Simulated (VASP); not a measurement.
# SiGe (P6_3mc) in VASP: a series of runs

The runs below take SiGe through single point, with HSE06.

Program: VASP 6.6.1. These are calculated values, not measurements. Logs are shortened: lines on timing, memory, paths and dates and some standing lists are left out, and cuts for length are marked.

**1. The structure**

The structure is hexagonal, space group P6_3mc (No. 186). Conventional cell: a = 3.904 Å, b = 3.904 Å, c = 6.451 Å, α = 90.00°, β = 90.00°, γ = 120.00°. Ge (site symmetry 3m) is surrounded by 4 Si at 2.40 to 2.41 Å. Si (site symmetry 3m) is surrounded by 4 Ge at 2.40 to 2.41 Å.

The cell comes from a database or a generator and needn't be the stable form of this composition.

**2. Single point, HSE06**

File POSCAR:

```
SiGe
1.0
    3.9044512986      0.0000000000      0.0000000000
   -1.9522256493      3.3813540124      0.0000000000
    0.0000000000      0.0000000000      6.4507830000
Ge Si
2 2
Direct
    0.3333333333      0.6666666667      0.0003920000
    0.6666666667      0.3333333333      0.5003920000
    0.3333333333      0.6666666667      0.3746070000
    0.6666666667      0.3333333333      0.8746070000
```

File INCAR.step1:

```
SYSTEM = SiGe
PREC = Accurate ; ENCUT = 520
EDIFF = 1E-5 ; ISMEAR = 0
SIGMA = 0.01 ; LREAL = .FALSE.
LASPH = .TRUE. ; NELM = 100
ALGO = Normal ; ISIF = 2
LWAVE = .TRUE. ; LCHARG = .FALSE.
NKRED = 1 ; NBANDS = 26
GGA = PE
```

File INCAR.step2:

```
SYSTEM = SiGe
PREC = Accurate ; ENCUT = 520
EDIFF = 1E-6 ; ISMEAR = 0
SIGMA = 0.01 ; LREAL = .FALSE.
LASPH = .TRUE. ; NELM = 100
ALGO = Normal ; ISIF = 2
LWAVE = .FALSE. ; LCHARG = .FALSE.
GGA = PE ; LHFCALC = .TRUE.
HFSCREEN = 0.2 ; PRECFOCK = Fast
NKRED = 1 ; NBANDS = 26
ISTART = 1
```

File KPOINTS:

```
regular mesh
0
G
  3 3 2
  0 0 0
```

Potentials or basis: VASP PAW PBE potentials, release 64 (Ge_d, Si).

Launch:

```sh
$ cat potpaw_PBE.64/Ge_d/POTCAR potpaw_PBE.64/Si/POTCAR > POTCAR
$ cp INCAR.step1 INCAR
$ mpirun -np 1 vasp_std > vasp.out
$ cp INCAR.step2 INCAR
$ mpirun -np 1 vasp_std > vasp.out
```

OUTCAR:

```text
SYSTEM = SiGe
   PREC = Accurate
   ENCUT = 520
   EDIFF = 1E-6
   ISMEAR = 0
   LREAL = .FALSE.
   LASPH = .TRUE.
   NELM = 100
   ISIF = 2
   GGA = PE
   LHFCALC = .TRUE.
   HFSCREEN = 0.2
   PRECFOCK = Fast
   NKRED = 1
   ISTART = 1

 Found      6 irreducible k-points:

 Following reciprocal coordinates:
            Coordinates               Weight
  0.000000  0.000000  0.000000      1.000000
  0.333333  0.000000  0.000000      6.000000
  0.333333  0.333333  0.000000      2.000000
  0.000000  0.000000  0.500000      1.000000
  0.333333  0.000000  0.500000      6.000000
  0.333333  0.333333  0.500000      2.000000
   k-points           NKPTS =      6   k-points in BZ     NKDIM =     18   number of bands    NBANDS=     26
   number of dos      NEDOS =    301   number of ions     NIONS =      4
   total plane-waves  NPLWV =  43200
   dimension x,y,z NGX =    30 NGY =   30 NGZ =   48
   dimension x,y,z NGXF=    60 NGYF=   60 NGZF=   96
   ions per type =               2   2
   NGX,Y,Z   is equivalent  to a cutoff of  12.77, 12.77, 12.37 a.u.
   NGXF,Y,Z  is equivalent  to a cutoff of  25.55, 25.55, 24.74 a.u.
 SYSTEM =  SiGe
   PREC   = accura    normal or accurate (medium, high low for compatibility)
   ISTART =      1    job   : 0-new  1-cont  2-samecut
   ICHARG =      0    charge: 1-file 2-atom 10-const
   ISPIN  =      1    spin polarized calculation?
   LNONCOLLINEAR =      F non collinear calculations
   LSORBIT =      F    spin-orbit coupling
   LASPH  =      T    aspherical Exc in radial PAW
   ENCUT  =  520.0 eV  38.22 Ry    6.18 a.u.   7.26  7.26 11.99*2*pi/ulx,y,z
   NELM   =    100;   NELMIN=  2; NELMDL=  0     # of ELM steps
   EDIFF  = 0.1E-05   stopping-criterion for ELM
   LREAL  =      F    real-space projection
   EDIFFG = 0.1E-04   stopping-criterion for IOM
   NSW    =      0    number of steps for IOM
   IBRION =     -1    ionic relax: 0-MD 1-quasi-New 2-CG
   NFREE  =      0    steps in history (QN), initial steepest desc. (CG)
   ISIF   =      2    stress and relaxation
   ISYM   =      3    0-nonsym 1-usesym 2-fastsym
   POTIM  = 0.5000    time-step for ionic-motion
   TEBEG  =    0.0;   TEEND  =   0.0 temperature during run
   PSTRESS=    0.0 pullay stress
   NELECT =      36.0000    total number of electrons
   NUPDOWN=      -1.0000    fix difference up-down
   EMIN   =  10.00;   EMAX   =-10.00  energy-range for DOS
   EFERMI =   0.00;   METHOD = LEGACY
   ISMEAR =     0;   SIGMA  =   0.01  broadening in eV -4-tet -1-fermi 0-gaus
   EFERMI_NEDOS =   21; number of points for ismear=-14 and -15
   IALGO  =     38    algorithm
   IMIX   =      1    mixing-type and parameters
     AMIX     =   0.40;   BMIX     =  1.00
     AMIX_MAG =   1.60;   BMIX_MAG =  1.00
  volume/ion in A,a.u.               =      21.29       143.68
  Fermi-wavevector in a.u.,A,eV,Ry     =   1.228631  2.321775 20.538443  1.509533
  Thomas-Fermi vector in A             =   2.363549
   LORBIT       =      0    0 simple, 1 ext, 2 COOP (PROOUT), +10 PAW based schemes
   GGA     = PE    functional components
   LHFCALC =     T    Hartree Fock is set to
   PRECFOCK=fast      Normal, Fast or Accurate (Low or Medium for compatibility)
   ENCUT4O =  -1.0   cutoff for four orbital integrals eV
   NKREDX  =     1    reduce k-point grid by
   NKREDY  =     1    reduce k-point grid by
   NKREDZ  =     1    reduce k-point grid by
   AEXX    =    0.2500 exact exchange contribution
   HFSCREEN=    0.2000 screening length (either q_TF or 0.3 A-1)
   HFSCREENC=   0.2000 screening length for correlation (either q_TF or 0.3 A-1)
   ENCUTFOCK=  -1.0 apply spherical cutoff to Coloumb kernel
   IVDW    =     0    specifies the selected vdW correction
   LEPSILON=     F    determine dielectric tensor
   LRPA    =     F    only Hartree local field effects (RPA)
 non-spin polarized calculation
 Gauss-broadening in eV      SIGMA  =   0.01
  energy-cutoff  :      520.00
  volume of cell :       85.17
 maximum number of plane-waves:      2316
 NGX is ok and might be reduce to    30
  NGX = 16; NGY = 16; NGZ = 28

 number of electron      35.9999967 magnetization

 Free energy of the ion-electron system (eV)
  ---------------------------------------------------
  ext. energy  EPLUGINS =         0.00000000
  ---------------------------------------------------
  free energy    TOTEN  =       -22.55877554 eV

  energy without entropy =      -22.55877554  energy(sigma->0) =      -22.55877554

 E-fermi :   5.3198     XC(G=0):  -8.0167

 val. band max:        5.2571233972   @ k =   0.0000   0.0000   0.0000
 cond. band min:       6.5145103358   @ k =   0.0000   0.0000   0.0000
 fundamental gap:      1.2573869386
 Fermi energy:         5.3197545500

 k-point     1 :       0.0000    0.0000    0.0000
  band No.  band energies     occupation
      1     -22.3412      2.00000
      2     -22.3410      2.00000
      3     -22.3237      2.00000
      4     -22.3237      2.00000
      5     -22.3189      2.00000
      6     -22.3189      2.00000
[... 18 lines left out ...]
     25      10.4914      0.00000
     26      12.7323      0.00000

 k-point     2 :       0.3333    0.0000    0.0000
  band No.  band energies     occupation
      1     -22.3389      2.00000
      2     -22.3373      2.00000
      3     -22.3257      2.00000
      4     -22.3230      2.00000
      5     -22.3207      2.00000
      6     -22.3165      2.00000
[... 18 lines left out ...]
     25      13.0047      0.00000
     26      13.8209      0.00000

 k-point     3 :       0.3333    0.3333    0.0000
  band No.  band energies     occupation
      1     -22.3362      2.00000
      2     -22.3362      2.00000
      3     -22.3246      2.00000
      4     -22.3230      2.00000
      5     -22.3230      2.00000
      6     -22.3166      2.00000
[... 50 lines left out ...]
 k-point     5 :       0.3333    0.0000    0.5000
  band No.  band energies     occupation
      1     -22.3387      2.00000
      2     -22.3387      2.00000
      3     -22.3227      2.00000
      4     -22.3227      2.00000
      5     -22.3197      2.00000
      6     -22.3197      2.00000
[... 18 lines left out ...]
     25      13.6165      0.00000
     26      13.6165      0.00000

 k-point     6 :       0.3333    0.3333    0.5000
  band No.  band energies     occupation
      1     -22.3371      2.00000
      2     -22.3371      2.00000
      3     -22.3221      2.00000
      4     -22.3221      2.00000
      5     -22.3204      2.00000
      6     -22.3204      2.00000
[... 18 lines left out ...]
     25      13.0037      0.00000
     26      13.0071      0.00000

------------------------ aborting loop because EDIFF is reached ----------------------------------------

  FORCE on cell =-STRESS in cart. coord.  units (eV):
  Direction    XX          YY          ZZ          XY          YZ          ZX
  --------------------------------------------------------------------------------------
  -------------------------------------------------------------------------------------
  Total        1.0143203      1.0143203     -0.6219896      0.0000000      0.0000000      0.0000000
  in kB       19.0819437     19.0819437    -11.7012063      0.0000000      0.0000000      0.0000000
  external PRESSURE =       8.8208937 kB  Pullay stress =       0.0000000 kB

 VOLUME and BASIS-vectors are now :
 -----------------------------------------------------------------------------
  energy-cutoff  :      520.00
  volume of cell :       85.17
      direct lattice vectors                 reciprocal lattice vectors
     3.904451299  0.000000000  0.000000000     0.256117934  0.147869758  0.000000000
    -1.952225649  3.381354012  0.000000000     0.000000000  0.295739516  0.000000000
     0.000000000  0.000000000  6.450783000     0.000000000  0.000000000  0.155019941

 POSITION                                       TOTAL-FORCE (eV/Angst)
 -----------------------------------------------------------------------------------
     -0.00000      2.25424      0.00253        -0.000000      0.000000     -0.060109
      1.95223      1.12712      3.22792         0.000000     -0.000000     -0.060109
     -0.00000      2.25424      2.41651         0.000000     -0.000000      0.060109
      1.95223      1.12712      5.64190        -0.000000      0.000000      0.060109
 -----------------------------------------------------------------------------------
    total drift:                               -0.000004      0.000012      0.000638

  FREE ENERGIE OF THE ION-ELECTRON SYSTEM (eV)
  ---------------------------------------------------
  free  energy   TOTEN  =       -22.5587755370 eV

  energy  without entropy=      -22.5587755370  energy(sigma->0) =      -22.55877554
```

Wall time 3.3 min (1 thread of Intel Xeon Platinum 8488C (Sapphire Rapids), shared host); peak memory 0.3 GiB.

These settings aren't checked as converged: the numbers below hold their error.

Results:

* Free energy: -22.5588 eV
* Pressure: 0.9 GPa
* Largest force: 0.060 eV/Å
* Band gap on the k mesh: 1.26 eV, direct

Caveat: the k mesh is coarse (spacing up to 0.62 Å⁻¹), so the values aren't converged, least of all with exact exchange; the PAW data sets were made with another functional, which shifts forces and pressure a little; an odd mesh through Γ misses points on the zone boundary, where band edges often lie.

**3. Single point, HSE06**

POSCAR is that of step 2.

INCAR.step1: that of step 2 with these lines changed.

```diff
@@ -1,3 +1,3 @@
 SYSTEM = SiGe
-PREC = Accurate ; ENCUT = 520
+PREC = Accurate ; ENCUT = 340
 EDIFF = 1E-5 ; ISMEAR = 0
```

INCAR.step2: that of step 2 with these lines changed.

```diff
@@ -1,3 +1,3 @@
 SYSTEM = SiGe
-PREC = Accurate ; ENCUT = 520
+PREC = Accurate ; ENCUT = 340
 EDIFF = 1E-6 ; ISMEAR = 0
```

File KPOINTS:

```
regular mesh
0
G
  6 6 3
  0 0 0
```

Potentials or basis: VASP PAW PBE potentials, release 64 (Ge_d, Si).

Launch:

```sh
$ cat potpaw_PBE.64/Ge_d/POTCAR potpaw_PBE.64/Si/POTCAR > POTCAR
$ cp INCAR.step1 INCAR
$ mpirun -np 1 vasp_std > vasp.out
$ cp INCAR.step2 INCAR
$ mpirun -np 1 vasp_std > vasp.out
```

Run time: 23 min. Hardware: 1 thread of Intel Xeon Platinum 8488C (Sapphire Rapids), shared host; peak memory 0.27 GiB.

The run converged, but some of its settings lie outside the range that counts as converged, so its numbers aren't taken as properties of the crystal.

Results:

```yaml
Free_energy: -23.1429 eV
Largest_force: 0.007 eV/Å
Band_gap_on_the_k_mesh: 1.00 eV, indirect (least direct gap 1.12 eV)
```

Caveat: the cutoff is under 1.25 times the usual one of these potentials, so pressure, stress and relaxed cells hold a basis-set (Pulay) error; the PAW data sets were made with another functional, which shifts forces and pressure a little; an odd mesh through Γ misses points on the zone boundary, where band edges often lie.
